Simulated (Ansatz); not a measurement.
# MoSe2: the cost of one run

Program: Ansatz 0.2.0. Level of theory: DFT PBE+D3(BJ), scalar-relativistic, plane waves, PAW. These are calculated values, not measurements.

The COD entry's cell or inner coordinates are ideal or old and differ from later refinements, so a difference from it is no clean test against experiment.

16 further runs of the same task are left out: 16 set aside as unsound or not needed.

### 1 The starting structure

The structure is hexagonal, space group P6_3/mmc (No. 194). The conventional cell has a = 3.277 Å, b = 3.277 Å, c = 12.731 Å, α = 90.00°, β = 90.00°, γ = 120.00°. Around Mo (site symmetry -6m2) lie 6 Se at 2.53 Å. Around Se (site symmetry 3m) lie 3 Mo at 2.53 Å.

Coordinates:

```cif
data_structure
_symmetry_space_group_name_H-M 'P 1'
_symmetry_Int_Tables_number 1
_cell_length_a 3.2767
_cell_length_b 3.2767
_cell_length_c 12.7306
_cell_angle_alpha 90.000
_cell_angle_beta 90.000
_cell_angle_gamma 120.000
_cell_volume 118.37
loop_
_atom_site_label
_atom_site_type_symbol
_atom_site_fract_x
_atom_site_fract_y
_atom_site_fract_z
_atom_site_occupancy
Mo1 Mo 0.33333 0.66667 0.25000 1
Mo2 Mo 0.66667 0.33333 0.75000 1
Se1 Se 0.33333 0.66667 0.61850 1
Se2 Se 0.66667 0.33333 0.11850 1
Se3 Se 0.33333 0.66667 0.88150 1
Se4 Se 0.66667 0.33333 0.38150 1
```

It is the result of an earlier relaxation at this level (volume 19.73 Å³/atom; gap on the mesh: 0.85 eV).

### 2 What is varied

The energy is mapped over volume and the cell's shape.

The axes are (1) volume per atom: 7 values from 18.15 to 21.31 Å³; (2) c/a of the conventional cell: 7 values from 3.586 to 4.210.

Nothing else is relaxed (fractional coordinates fixed). Energies count from the relaxed crystal. Points are written as (first, second).

### 3 Point (19.20 Å³, 3.586)

The input, input.yaml:

```yaml
crystal:
  lattice:
    - [3.335297254, 0.0, 0.0]
    - [-1.667648627, 2.8884521511, 0.0]
    - [0.0, 0.0, 11.9597088934]
  atoms:
    - { symbol: Mo, position: [0.3333333333, 0.6666666667, 0.25] }
    - { symbol: Mo, position: [0.6666666667, 0.3333333333, 0.75] }
    - { symbol: Se, position: [0.3333333333, 0.6666666667, 0.6184997403] }
    - { symbol: Se, position: [0.6666666667, 0.3333333333, 0.1184997403] }
    - { symbol: Se, position: [0.3333333333, 0.6666666667, 0.8815002597] }
    - { symbol: Se, position: [0.6666666667, 0.3333333333, 0.3815002597] }
basis:
  ecutwfc: 420
kpoints:
  mp_grid: { grid: [12, 12, 4] }
hamiltonian:
  xc: pbe
  pseudopotentials: { kind: paw, azcp: { folder: soft_1 } }
  dispersion: d3bj
scf:
  occupations: { method: gaussian, width: 0.05 }
output:
  forces: true
  stress: true
  eigenvalues: true
  write_density: true
  write_potential: true
  elf: true
  volumetric_format: npy
```

Launch:

```bash
$ ansatz run input.yaml --threads 2 --pin off --max-ram 4096MiB --backend cpu --events-out ev --progress --plain --runs-dir out
```

What time and memory should one allow on 2 threads of Arm Neoverse N1, shared host?

About 27 s, with a peak of 0.57 GiB.
